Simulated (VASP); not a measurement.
# Mg: density of states with PBEsol+D4

Crystal: Mg.

```xyz
2
Lattice="3.2551 0.0240 -0.0221 -1.6068 2.7760 0.0375 -0.0358 0.0497 5.1220" Properties=species:S:1:pos:R:3 pbc="T T T"
Mg    1.6076    0.9786    3.8393
Mg    0.0049    1.8711    1.2982
```

The cell isn't the ideal one: cell strained at random at fixed volume.

```json
{
 "Program": "VASP 6.6.1",
 "Task": "density of states",
 "Functional": "PBEsol",
 "Dispersion": "D4",
 "Potentials or basis": "VASP PAW PBE potentials, release 64 (Mg_GW)",
 "Cutoff": "550 eV",
 "k mesh": "10 × 10 × 5",
 "Occupations": "fermi-dirac, width 0.1 eV",
 "Spin": "collinear spin, antiferromagnetic start",
 "Starting moments": "[0.5, -0.5] μB",
 "Further INCAR settings": "ALGO = Normal; EDIFF = 1.00e-06"
}
```

```
Pressure                                              : -1.6 GPa
Largest force                                         : 0.018 eV/Å
Band gap on the k mesh                                : none (metal or under the smearing width)
Net moment                                            : 0.00 μB per cell
Valence electrons inside the program's atomic spheres : Mg 0.34
Dispersion energy per atom                            : -0.093 eV
```

Forces on the atoms (eV/Å):
```
Mg   0.015  0.010  0.000
Mg  -0.015 -0.010  0.000
```

Stress tensor (GPa, compression positive):
```
-2.32 -0.08  0.14
-0.08 -2.21 -0.17
 0.14 -0.17 -0.26
```

Levels at points of the mesh, in eV from the Fermi level:
Spin up:
| k point | band 1 | band 2 | band 3 | band 4 | band 5 | band 6 |
| --- | --- | --- | --- | --- | --- | --- |
| (0.00, 0.00, 0.00) | -6.91 | -1.56 | -1.03 | 10.34 | 10.37 | 10.75 |
| (0.50, 0.00, 0.00) | -2.34 | -2.28 | 2.55 | 2.98 | 3.32 | 3.67 |
| (0.00, 0.50, 0.00) | -2.18 | -2.17 | 2.66 | 3.04 | 3.49 | 3.82 |
| (0.50, 0.50, 0.00) | -2.20 | -2.19 | 2.63 | 3.02 | 3.48 | 3.82 |
Spin down:
| k point | band 1 | band 2 | band 3 | band 4 | band 5 | band 6 |
| --- | --- | --- | --- | --- | --- | --- |
| (0.00, 0.00, 0.00) | -6.91 | -1.56 | -1.03 | 10.34 | 10.37 | 10.76 |
| (0.50, 0.00, 0.00) | -2.34 | -2.28 | 2.55 | 2.98 | 3.32 | 3.67 |
| (0.00, 0.50, 0.00) | -2.18 | -2.17 | 2.66 | 3.04 | 3.49 | 3.82 |
| (0.50, 0.50, 0.00) | -2.20 | -2.19 | 2.63 | 3.02 | 3.48 | 3.82 |

States per cell in windows of 1 eV (zero at the Fermi level; states under -7 eV left out):
| from (eV) | up | down | Mg1_p_up | Mg2_p_down | Mg1_p_down | Mg2_p_up | Mg1_s_up | Mg1_s_down |
| --- | --- | --- | --- | --- | --- | --- | --- | --- |
| -7.0 | 0.08 | 0.08 | 0.00 | 0.00 | 0.00 | 0.00 | 0.01 | 0.01 |
| -6.0 | 0.19 | 0.19 | 0.00 | 0.00 | 0.00 | 0.00 | 0.01 | 0.01 |
| -5.0 | 0.26 | 0.26 | 0.00 | 0.00 | 0.00 | 0.00 | 0.02 | 0.02 |
| -4.0 | 0.28 | 0.28 | 0.01 | 0.01 | 0.01 | 0.01 | 0.02 | 0.02 |
| -3.0 | 0.38 | 0.38 | 0.01 | 0.01 | 0.01 | 0.01 | 0.02 | 0.02 |
| -2.0 | 0.42 | 0.42 | 0.02 | 0.02 | 0.02 | 0.02 | 0.02 | 0.02 |
| -1.0 | 0.38 | 0.38 | 0.02 | 0.02 | 0.02 | 0.02 | 0.01 | 0.01 |
| 0.0 | 0.48 | 0.48 | 0.02 | 0.02 | 0.02 | 0.02 | 0.02 | 0.02 |
| 1.0 | 0.47 | 0.47 | 0.02 | 0.02 | 0.02 | 0.02 | 0.02 | 0.02 |
| 2.0 | 0.51 | 0.51 | 0.02 | 0.02 | 0.02 | 0.02 | 0.02 | 0.02 |
| 3.0 | 0.56 | 0.56 | 0.03 | 0.03 | 0.03 | 0.03 | 0.02 | 0.02 |
| 4.0 | 0.52 | 0.52 | 0.03 | 0.03 | 0.03 | 0.03 | 0.01 | 0.01 |
| 5.0 | 0.55 | 0.55 | 0.03 | 0.03 | 0.03 | 0.03 | 0.01 | 0.01 |
| 6.0 | 0.35 | 0.35 | 0.02 | 0.02 | 0.02 | 0.02 | 0.01 | 0.01 |
| 7.0 | 0.30 | 0.30 | 0.02 | 0.02 | 0.02 | 0.02 | 0.00 | 0.00 |

Wall time 70 s on 1 thread of AMD EPYC 9R45 (Zen 5) (shared host), peak memory 0.26 GiB.

Caveat: the PAW data sets were made with another functional, which shifts forces and pressure a little; pairwise dispersion overbinds metals, which lowers pressure and volume.
